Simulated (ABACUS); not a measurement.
Set up this calculation in ABACUS 3.10.1, as an ASE script.

| Quantity | Value |
| --- | --- |
| Task | relaxation of cell and atoms |
| Functional | M06-L |
| Potentials or basis | SG15 ONCV 1.2 PBE |
| Cutoff | 1374 eV |
| Density cutoff | 5497 eV |
| Basis | plane waves |
| k mesh | 5 × 5 × 5 |
| Occupations | fermi-dirac, width 0.05 eV |
| Spin | no spin polarisation |
| Optimiser | ASE BFGS |
| Force threshold | 0.03 eV/Å |
| Max steps | 60 |
| Cell moves | yes |
| Radial cutoff of the potentials (pseudo_rcut) | 10 bohr |
| SCF threshold on the density | 1e-08 |
| Max SCF steps | 100 |
| Eigensolver | dav |
| Mixing | broyden |
| Mixing share | 0.7 |
| Symmetry key | 1 |
| Bands | 17 |

The structure of ZnSe (Stilleite) lies in POSCAR:

```
ZnSe
1.0
    0.0000000000      2.8338000000      2.8338000000
    2.8338000000      0.0000000000      2.8338000000
    2.8338000000      2.8338000000      0.0000000000
Se Zn
1 1
Direct
    0.7500000000      0.7500000000      0.7500000000
    0.0000000000      0.0000000000      0.0000000000
```

The input as run:

run_abacus.py

```python
"""Relaxation by an ASE optimiser with ABACUS as a small file-based calculator."""
import re
import subprocess
import numpy as np
from ase.calculators.calculator import Calculator, all_changes
from ase.filters import FrechetCellFilter
from ase.io import read
from ase.optimize import BFGS
from ase.stress import full_3x3_to_voigt_6_stress
from ase.units import Bohr, GPa

atoms = read("POSCAR")
atoms = atoms[(-atoms.numbers).argsort(kind="stable")]  # ABACUS lists atoms element by element
pseudo = {'Se': 'Se_ONCV_PBE-1.2.upf', 'Zn': 'Zn_ONCV_PBE-1.2.upf'}
orbital = {}
magmoms = None
kmesh = [5, 5, 5]
params = {
    'suffix': 'ZnSe',
    'calculation': 'scf',
    'basis_type': 'pw',
    'pseudo_dir': './',
    'symmetry': 1,
    'dft_functional': 'MGGA_X_M06_L+MGGA_C_M06_L',
    'ecutwfc': 101,
    'pseudo_rcut': 10,
    'nspin': 1,
    'nbands': 17,
    'ks_solver': 'dav',
    'smearing_method': 'fd',
    'smearing_sigma': 0.00367493,
    'scf_thr': 1e-08,
    'scf_nmax': 100,
    'mixing_type': 'broyden',
    'mixing_beta': 0.7,
    'cal_force': 1,
    'cal_stress': 1,
    'mixing_tau': 1,
    'kpar': 4,
}

def write_input(atoms):
    symbols = atoms.get_chemical_symbols()
    elements = list(dict.fromkeys(symbols))
    lines = ["ATOMIC_SPECIES"] + [f"{e} {atoms.get_masses()[symbols.index(e)]:.4f} {pseudo[e]}" for e in elements]
    if orbital:
        lines += ["", "NUMERICAL_ORBITAL"] + [orbital[e] for e in elements]
    lines += ["", "LATTICE_CONSTANT", f"{1 / Bohr:.10f}", "", "LATTICE_VECTORS"]
    lines += [" ".join(f"{x:.10f}" for x in v) for v in atoms.cell]
    lines += ["", "ATOMIC_POSITIONS", "Direct"]
    for e in elements:
        lines += ["", e, "0.0", str(symbols.count(e))]
        for i, p in enumerate(atoms.get_scaled_positions(wrap=False)):
            if symbols[i] == e:
                mag = "" if magmoms is None else " mag " + " ".join(str(x) for x in (magmoms[i] if isinstance(magmoms[i], list) else [magmoms[i]]))
                lines.append(" ".join(f"{x:.10f}" for x in p) + " 1 1 1" + mag)
    open("STRU", "w").write("\n".join(lines) + "\n")
    open("KPT", "w").write("K_POINTS\n0\nGamma\n%d %d %d 0 0 0\n" % tuple(kmesh))
    open("INPUT", "w").write("INPUT_PARAMETERS\n" + "".join(f"{k:<20s}{v}\n" for k, v in params.items()))

class Abacus(Calculator):
    implemented_properties = ["energy", "free_energy", "forces", "stress"]

    def calculate(self, atoms=None, properties=("energy",), system_changes=all_changes):
        super().calculate(atoms, properties, system_changes)
        write_input(self.atoms)
        subprocess.run(['mpirun', '-np', '4', 'abacus'], check=True)
        log = open("OUT.ZnSe/running_scf.log").read()
        if "charge density convergence is achieved" not in log:
            raise RuntimeError("SCF not converged")
        rows = lambda title, n: np.array([l.split()[-3:] for l in log.split(title)[-1].split("\n")[2:2 + n]], float)
        energy = float(re.findall(r"FINAL_ETOT_IS (\S+)", log)[-1])
        stress = -rows("TOTAL-STRESS", 3) / 10 * GPa  # ABACUS prints kbar, compression positive
        self.results = dict(energy=energy, free_energy=energy, forces=rows("TOTAL-FORCE", len(self.atoms)), stress=full_3x3_to_voigt_6_stress(stress))

atoms.calc = Abacus()
opt = BFGS(FrechetCellFilter(atoms), logfile="opt.log", trajectory="relax.traj")
print("optimiser converged:", opt.run(fmax=0.03, steps=60))
```

Potentials or basis: SG15 ONCV 1.2 PBE, plane waves.

Command:

```bash
$ OMP_NUM_THREADS=1 python run_abacus.py > log
```

It gave:

```
Relaxed volume                         : 23.20 Å³/atom
Relaxed cell                           : a = 4.033 Å, b = 4.033 Å, c = 4.033 Å, α = 60.00°, β = 60.00°, γ = 60.00°
Space group after relaxing (to 0.05 Å) : F-43m (No. 216)
Energy gained by relaxing              : 2.2 meV/atom
Ionic steps                            : 3
Pressure after relaxing                : 0.0 GPa
Band gap on the k mesh                 : 1.63 eV, direct
```

Caveat: the potentials were made for another functional, which shifts forces and pressure.

Run time: 100 s on 4 MPI ranks on AMD EPYC 7R43 64-Core Processor (Zen 3) (shared host), peak memory 0.48 GiB a rank.
